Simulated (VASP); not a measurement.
# Ir (Fm-3m) in VASP: further runs, part 2 of 2

VASP 6.6.1.

**3. Relaxation of cell and atoms, rev-vdW-DF2**

This run uses another cell than the first one, of 14.40 Å³/atom, 1.024 times its volume.

The input, INCAR:

```
PREC = Accurate ; ENCUT = 600
EDIFF = 1E-7 ; ISMEAR = 1
SIGMA = 0.1 ; LREAL = False
LASPH = True ; NELM = 80
ALGO = Normal ; ISIF = 3
LWAVE = False ; LCHARG = False
GGA = MK ; LUSE_VDW = True
AGGAC = 0.0 ; PARAM1 = 0.1234
PARAM2 = 0.711357 ; ZAB_VDW = -1.8867
IBRION = 2 ; NSW = 90
EDIFFG = -0.005
```

The input, KPOINTS:

```
regular mesh
0
Gamma
  16 16 16
```

The input, POSCAR:

```
Ir                                      
1.0
    0.0000000000      1.9310442083      1.9310442083
    1.9310442083      0.0000000000      1.9310442083
    1.9310442083      1.9310442083      0.0000000000
  Ir            
     1
Direct
     0.0000000000000000    0.0000000000000000    0.0000000000000000
```

Potentials or basis: VASP PAW PBE potentials, release 64 (Ir).

On the command line:

```
> cat potpaw_PBE.64/Ir/POTCAR > POTCAR
> mpirun -np 1 vasp_std > vasp.out
```

OUTCAR:

```text
PREC = Accurate
   ENCUT = 600
   EDIFF = 1E-7
   ISMEAR = 1
   LREAL = False
   LASPH = True
   NELM = 80
   ISIF = 3
   GGA = MK
   IBRION = 2
   NSW = 90
   EDIFFG = -0.005

 ion  position               nearest neighbor table
   1  0.000  0.000  0.000-

  LATTYP: Found a face centered cubic cell.
 ALAT       =     3.8620884166

  Lattice vectors:

 A1 = (   0.0000000000,   1.9310442083,   1.9310442083)
 A2 = (   1.9310442083,   0.0000000000,   1.9310442083)
 A3 = (   1.9310442083,   1.9310442083,   0.0000000000)

Analysis of symmetry for initial positions (statically):
=====================================================================
 Subroutine PRICEL returns:
 Original cell was already a primitive cell.

 Routine SETGRP: Setting up the symmetry group for a
 face centered cubic supercell.

 Subroutine GETGRP returns: Found 48 space group operations
 (whereof 48 operations were pure point group operations)
 out of a pool of 48 trial point group operations.

The static configuration has the point symmetry O_h .

Analysis of symmetry for dynamics (positions and initial velocities):
=====================================================================
 Subroutine PRICEL returns:
 Original cell was already a primitive cell.

 Routine SETGRP: Setting up the symmetry group for a
 face centered cubic supercell.

 Subroutine GETGRP returns: Found 48 space group operations
 (whereof 48 operations were pure point group operations)
 out of a pool of 48 trial point group operations.

The dynamic configuration has the point symmetry O_h .

 Subroutine INISYM returns: Found 48 space group operations
 (whereof 48 operations are pure point group operations),
 and found     1 'primitive' translations

----------------------------------------------------------------------------------------

                                     Primitive cell

  volume of cell :      14.4015

[... 112 lines left out ...]
   LHFCALC =     F    Hartree Fock is set to
   AEXX    =    0.0000 exact exchange contribution
   IVDW_NL    =     1    kernel type
   BPARAM     = 6.3000
   IVDW    =     0    specifies the selected vdW correction
   LEPSILON=     F    determine dielectric tensor
   LRPA    =     F    only Hartree local field effects (RPA)
 conjugate gradient relaxation of ions
 non-spin polarized calculation
 Methfessel and Paxton  Order N= 1 SIGMA  =   0.10
  energy-cutoff  :      600.00
  volume of cell :       14.40
 maximum number of plane-waves:       531
 NGX is ok and might be reduce to    24
   NGX = 11   NGY = 11   NGZ = 11

 number of electron       9.0000000 magnetization

 Free energy of the ion-electron system (eV)
  ---------------------------------------------------
  ext. energy  EPLUGINS =         0.00000000
  ---------------------------------------------------
  free energy    TOTEN  =        -6.80415039 eV

  energy without entropy =       -6.80384023  energy(sigma->0) =       -6.80404700

 E-fermi :   9.9915     XC(G=0): -13.8851

 val. band max:        9.9835917290   @ k =   0.3125   0.2500   0.0625
 cond. band min:       9.9958280268   @ k =  -0.3750   0.1875   0.0000
 fundamental gap:      0.0122362978
 Fermi energy:         9.9914910004

 k-point     1 :       0.0000    0.0000    0.0000
  band No.  band energies     occupation
      1      -0.9100      2.00000
      2       6.2205      2.00000
      3       6.2205      2.00000
      4       6.2205      2.00000
      5       8.8345      2.00000
      6       8.8345      2.00000
      7      24.5025      0.00000
      8      29.9022      0.00000
[... 243 lines left out ...]
 k-point    24 :      -0.0625    0.0625    0.0000
  band No.  band energies     occupation
      1      -0.4612      2.00000
      2       5.9709      2.00000
      3       6.3965      2.00000
      4       6.4477      2.00000
      5       8.5872      2.00000
      6       8.8610      2.00000
      7      25.2539      0.00000
      8      28.2006      0.00000

 [... further k-points ...]

------------------------ aborting loop because EDIFF is reached ----------------------------------------

  FORCE on cell =-STRESS in cart. coord.  units (eV):
  Direction    XX          YY          ZZ          XY          YZ          ZX
  --------------------------------------------------------------------------------------
  -------------------------------------------------------------------------------------
  Total       -0.0024419     -0.0024419     -0.0024419      0.0000000      0.0000000      0.0000000
  in kB       -0.2716693     -0.2716693     -0.2716693      0.0000000      0.0000000      0.0000000
  external PRESSURE =      -0.2716693 kB  Pullay stress =       0.0000000 kB

 VOLUME and BASIS-vectors are now :
 -----------------------------------------------------------------------------
  energy-cutoff  :      600.00
  volume of cell :       14.40
      direct lattice vectors                 reciprocal lattice vectors
     0.000000000  1.931044208  1.931044208    -0.258927267  0.258927267  0.258927267
     1.931044208  0.000000000  1.931044208     0.258927267 -0.258927267  0.258927267
     1.931044208  1.931044208  0.000000000     0.258927267  0.258927267 -0.258927267

 POSITION                                       TOTAL-FORCE (eV/Angst)
 -----------------------------------------------------------------------------------
      0.00000      0.00000      0.00000        -0.000000     -0.000000      0.000000
 -----------------------------------------------------------------------------------
    total drift:                               -0.000000      0.000000     -0.000000

  FREE ENERGIE OF THE ION-ELECTRON SYSTEM (eV)
  ---------------------------------------------------
  free  energy   TOTEN  =        -6.8041503892 eV

  energy  without entropy=       -6.8038402301  energy(sigma->0) =       -6.80404700

Total vdW correction in eV:      1.0474234

 reached required accuracy - stopping structural energy minimisation
```

CONTCAR:

```text
Ir
   1.00000000000000
     0.0000000000000000    1.9310442082999999    1.9310442082999999
     1.9310442082999999    0.0000000000000000    1.9310442082999999
     1.9310442082999999    1.9310442082999999    0.0000000000000000
  Ir
     1
Direct
     0.0000000000000000    0.0000000000000000    0.0000000000000000

  0.00000000E+00  0.00000000E+00  0.00000000E+00
```

Run time: 22 s. Hardware: 1 thread of Intel Xeon Platinum 8488C (Sapphire Rapids), shared host; peak memory 0.27 GiB.

What came out:

| Item | Value |
| --- | --- |
| Free energy | -6.8042 eV |
| Pressure after relaxing | 0.0 GPa |
| Band gap on the k mesh | none (metal or under the smearing width) |

Final structure:
```
CELL_PARAMETERS angstrom
0.00000 1.93104 1.93104
1.93104 0.00000 1.93104
1.93104 1.93104 0.00000
ATOMIC_POSITIONS crystal
Ir 0.00000 0.00000 0.00000
```

Caveat: the relaxation stopped at its first step, so nothing moved; the PAW data sets were made with another functional, which shifts forces and pressure a little. Spin-orbit coupling is left out, which matters for the levels of Ir.

**4. Relaxation of cell and atoms, PBE**

The input, INCAR:

```
SYSTEM = Ir
PREC = Accurate
ENCUT = 600
EDIFF = 1E-6
ISMEAR = 1
SIGMA = 0.1
LREAL = .False.
LASPH = .True.
NELM = 80
ALGO = Normal
ISIF = 3
LWAVE = .False.
LCHARG = .False.
GGA = PE
IBRION = 2
NSW = 90
EDIFFG = -0.01
```

The input, KPOINTS:

```
regular mesh
0
Gamma
  16 16 16
  0 0 0
```

The input, POSCAR:

```
Ir
1.0
    0.0000000000      1.9156000000      1.9156000000
    1.9156000000      0.0000000000      1.9156000000
    1.9156000000      1.9156000000      0.0000000000
Ir
1
Direct
    0.0000000000      0.0000000000      0.0000000000
```

On the command line:

```
> cat potpaw_PBE.64/Ir/POTCAR > POTCAR
> mpirun -np 1 vasp_std > vasp.out
```

It took 17 s on 1 thread of Intel Xeon 6975P-C (Granite Rapids), shared host; peak memory 0.16 GiB.

It converged, with:

```
Free energy                            : -8.8411 eV
Relaxed volume                         : 14.53 Å³/atom
Relaxed cell                           : a = 2.739 Å, b = 2.739 Å, c = 2.739 Å, α = 60.00°, β = 60.00°, γ = 60.00°
Space group after relaxing (to 0.05 Å) : Fm-3m (No. 225)
Energy gained by relaxing              : 17.8 meV/atom
Ionic steps                            : 4
Pressure after relaxing                : -0.1 GPa
Band gap on the k mesh                 : none (metal or under the smearing width)
```

The path:
```csv
step,energy change (eV),largest force (eV/Å),pressure (GPa),volume (Å³)
1,0.0000,0.0000,12.55,14.06
2,0.1900,0.0000,-31.03,16.42
3,-0.0178,0.0000,-0.63,14.56
4,-0.0178,0.0000,-0.07,14.53
```

Final structure:
```yaml
crystal:
  lattice:
    - [0.00000, 1.93691, 1.93691]
    - [1.93691, 0.00000, 1.93691]
    - [1.93691, 1.93691, 0.00000]
  atoms:
    - { symbol: Ir, position: [0.00000, 0.00000, 0.00000] }
```

Levels at points of the mesh, in eV from the Fermi level:
```csv
k point,band 1,band 2,band 3,band 4,band 5,band 6,band 7,band 8
"(0.00, 0.00, 0.00)",-10.83,-3.72,-3.72,-3.72,-1.14,-1.14,14.38,19.81
"(0.50, 0.00, 0.00)",-7.81,-3.81,-3.81,-0.68,0.86,0.86,7.00,13.92
"(0.50, 0.50, 0.00)",-7.60,-7.04,0.83,1.41,1.41,1.71,10.16,11.59
```

**5. Relaxation of cell and atoms, PBE**

This run uses another cell than the first one, of 14.53 Å³/atom, 1.034 times its volume.

INCAR: that of step 4 with these lines changed.

```diff
@@ -3,3 +3,3 @@
 ENCUT = 600
-EDIFF = 1E-6
+EDIFF = 1E-7
 ISMEAR = 1
@@ -16,2 +16,2 @@
 NSW = 90
-EDIFFG = -0.01
+EDIFFG = -0.005
```

KPOINTS is that of step 4.

The input, POSCAR:

```
Ir                                      
1.0
    0.0000000000      1.9369071726      1.9369071726
    1.9369071726     -0.0000000000      1.9369071726
    1.9369071726      1.9369071726      0.0000000000
  Ir            
     1
Direct
     0.0000000000000000    0.0000000000000000    0.0000000000000000
```

On the command line:

```
> cat potpaw_PBE.64/Ir/POTCAR > POTCAR
> mpirun -np 1 vasp_std > vasp.out
```

Wall time 7.1 s (1 thread of Intel Xeon 6975P-C (Granite Rapids), shared host); peak memory 0.16 GiB.

The run converged. Its results:

- Free energy: -8.8412 eV
- Pressure after relaxing: 0.0 GPa
- Band gap on the k mesh: none (metal or under the smearing width)

Final structure:
```
Ir
1.0
     0.00000    1.93691    1.93691
     1.93691    0.00000    1.93691
     1.93691    1.93691    0.00000
Ir
1
Direct
  0.00000 0.00000 0.00000
```

Levels at points of the mesh, in eV from the Fermi level:
```
           k point  band 2  band 3  band 4  band 5  band 6  band 7
(0.00, 0.00, 0.00)   -3.72   -3.72   -3.72   -1.14   -1.14   14.38
(0.50, 0.00, 0.00)   -3.81   -3.81   -0.68    0.86    0.86    7.00
(0.50, 0.50, 0.00)   -7.04    0.83    1.41    1.41    1.71   10.16
```

Caveat: the relaxation stopped at its first step, so nothing moved. The run has no spin-orbit coupling, so splittings on Ir are missing.
